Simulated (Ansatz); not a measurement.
Reaction (substitution at a C–C bond): `C=CCCC(C)C` + `N[Si]O` → `CC(C)O[Si]N` + `C=CCC`

Computed with Ansatz on PBE0-D4/def2-TZVP structures; ΔE is electronic, products minus reactants. CCSD(T)/CBS adds triple-zeta CCSD(T) − MP2 to the extrapolated MP2 energy (def2 sets, frozen cores). This one scheme is used for every species. DFT in def2-TZVPP. One conformer a species, not always the lowest.

`C=CCCC(C)C`:

Cartesian coordinates in Å:
```
C 1.033 -3.011 1.491
C 0.003 -2.207 1.268
C -0.146 -1.309 0.087
C -0.237 0.162 0.485
C -0.538 1.118 -0.666
C -0.758 2.527 -0.137
C 0.556 1.110 -1.724
H 1.088 -3.634 2.377
H 1.860 -3.077 0.791
H -0.804 -2.170 1.999
H 0.690 -1.472 -0.598
H -1.060 -1.579 -0.460
H -1.017 0.272 1.247
H 0.702 0.462 0.967
H -1.471 0.783 -1.140
H -1.013 3.220 -0.943
H 0.148 2.903 0.348
H -1.566 2.556 0.599
H 0.682 0.126 -2.181
H 1.517 1.401 -1.285
H 0.330 1.819 -2.525
```

`N[Si]O`:

```xyz
6

N     0.632   -0.524    0.433
Si    0.490    1.116   -0.050
O    -1.001    1.155   -0.769
H     1.463   -0.842    0.909
H    -0.033   -1.274    0.307
H    -1.551    0.369   -0.831
```

`CC(C)O[Si]N`:

Cartesian coordinates in Å:
```
C 0.945 -1.572 0.182
C 0.622 -0.216 -0.407
C 0.075 -0.311 -1.816
O -0.343 0.423 0.417
Si -0.045 1.859 1.193
N -1.562 2.019 1.956
H 1.346 -1.468 1.193
H 0.042 -2.185 0.233
H 1.684 -2.094 -0.430
H 1.541 0.391 -0.424
H -0.853 -0.888 -1.820
H 0.793 -0.801 -2.477
H -0.138 0.683 -2.214
H -2.320 1.357 1.869
H -1.784 2.803 2.547
```

`C=CCC`:

```xyz
12

C     1.060   -1.394   -0.950
C     0.838   -0.190   -0.443
C    -0.036    0.103    0.730
C    -1.184    1.043    0.380
H     0.607   -2.281   -0.518
H     1.701   -1.540   -1.812
H     1.309    0.674   -0.911
H    -0.427   -0.834    1.137
H     0.569    0.561    1.522
H    -0.810    1.989   -0.021
H    -1.836    0.598   -0.375
H    -1.790    1.272    1.260
```

```csv
level,ΔE (kJ/mol),difference from CCSD(T)/CBS
PBE-D4,18.2,-7.5
r2SCAN0-D4,19.8,-5.9
BHLYP-D4,14.8,-10.9
CAM-B3LYP-D4,14.6,-11.1
PBE-QIDH,24.1,-1.6
PBE,16.4,-9.3
r2SCAN,15.8,-9.9
RPA@PBE/def2-TZVPP,20.3,-5.4
CCSD/def2-SVP,11.6,-14.1
CCSD(T)/def2-SVP,11.4,-14.3
CCSD(T)/CBS,25.7,0
```

Largest T1 diagnostic among the species: 0.014.

Leaving LDA and LC-ωPBE aside and taking each functional with its dispersion term where it has one, the values, not all of them listed here, spread over 12.1 kJ/mol, from BLYP-D4 to PBE-QIDH. LDA lies +4.9 kJ/mol from PBE without D4. From r2SCAN to r2SCAN0 (25 % exact exchange), in def2-TZVPP and without D4, ΔE moves by +3.3 kJ/mol.

CCSD(T)/CBS has its own doubt, a few kJ/mol and more with outer-core shells, so smaller differences from it don't rank the levels.
